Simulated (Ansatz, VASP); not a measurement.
# Two plane-wave programs on HfB2

The input POSCAR:

```
HfB2
1.0
    3.1400000000      0.0000000000      0.0000000000
   -1.5700000000      2.7193197679      0.0000000000
    0.0000000000      0.0000000000      3.4800000000
Hf B
1 2
Direct
    0.0000000000      0.0000000000      0.0000000000
    0.3333333333      0.6666666667      0.5000000000
    0.6666666667      0.3333333333      0.5000000000
```

The input INCAR.step1:

```
SYSTEM = HfB2
ALGO     = Normal         ! electronic algorithm
EDIFF    = 1E-4           ! SCF threshold, eV
ENCUT    = 520            ! plane-wave cutoff, eV
GGA      = PE             ! functional
ISMEAR   = 0              ! smearing method
LASPH    = .TRUE.         ! aspherical terms in the spheres
LCHARG   = .FALSE.        ! write CHGCAR
LREAL    = .FALSE.        ! projectors in reciprocal space
LWAVE    = .TRUE.         ! write WAVECAR
NBANDS   = 15             ! bands
NELM     = 60             ! most SCF steps
PREC     = Accurate       ! precision mode
SIGMA    = 0.1            ! smearing width, eV
```

INCAR.step2

```
SYSTEM = HfB2
ALGO     = Normal         ! electronic algorithm
EDIFF    = 1E-6           ! SCF threshold, eV
ENCUT    = 520            ! plane-wave cutoff, eV
ISIF     = 2              ! what is computed and relaxed
ISMEAR   = 0              ! smearing method
ISTART   = 1            
LASPH    = .TRUE.         ! aspherical terms in the spheres
LCHARG   = .TRUE.         ! write CHGCAR
LELF     = .TRUE.         ! ELF
LMIXTAU  = .TRUE.       
LREAL    = .FALSE.        ! projectors in reciprocal space
LVHAR    = .TRUE.       
LWAVE    = .FALSE.        ! write WAVECAR
METAGGA  = R2SCAN         ! meta-GGA
NBANDS   = 15             ! bands
NELM     = 60             ! most SCF steps
PREC     = Accurate       ! precision mode
SIGMA    = 0.1            ! smearing width, eV
```

File KPOINTS:

```
k-points
0
G
  6 6 6
  0 0 0
```

Input for Ansatz:

```yaml
crystal:
  lattice:
    - [3.14, 0.0, 0.0]
    - [-1.57, 2.7193197679, 0.0]
    - [0.0, 0.0, 3.48]
  atoms:
    - { symbol: Hf, position: [0.0, 0.0, 0.0] }
    - { symbol: B, position: [0.3333333333, 0.6666666667, 0.5] }
    - { symbol: B, position: [0.6666666667, 0.3333333333, 0.5] }
basis:
  ecutwfc: 500
kpoints:
  mp_grid: { grid: [6, 6, 6] }
hamiltonian:
  xc: r2scan
scf:
  occupations: { method: gaussian, width: 0.1 }
output:
  forces: true
  stress: true
  eigenvalues: true
```

Alike in both runs: task single point; functional r2SCAN; k mesh 6 × 6 × 6; occupations gaussian, width 0.1 eV; no spin polarisation.

```csv
,VASP,Ansatz
version,VASP 6.6.1,Ansatz 0.2.0
potentials or method,"VASP PAW PBE potentials, release 64 (Hf_pv, B)","scalar-relativistic, plane waves, PAW"
plane-wave cutoff (eV),520,500
valence electrons in the cell,16,32
```

```csv
,VASP,Ansatz,Ansatz less VASP
gap on the k mesh at the Fermi level (eV),none,none,-
pressure (GPa),-1.0,-0.4,+0.61
largest component of the traceless stress (GPa),1.12,1.20,+0.084
```

A gap of «none» marks a metal or a gap that the smearing closes. With one functional, cell and mesh, what is left measures potentials, basis and numerics. The two sets of potentials don't hold the same shells in valence.

Caveats: the k mesh is coarse (spacing up to 0.39 Å⁻¹), so the values aren't converged; the PAW data sets were made with another functional, which shifts forces and pressure a little (VASP). The runs have no spin-orbit coupling, so splittings on Hf are missing.
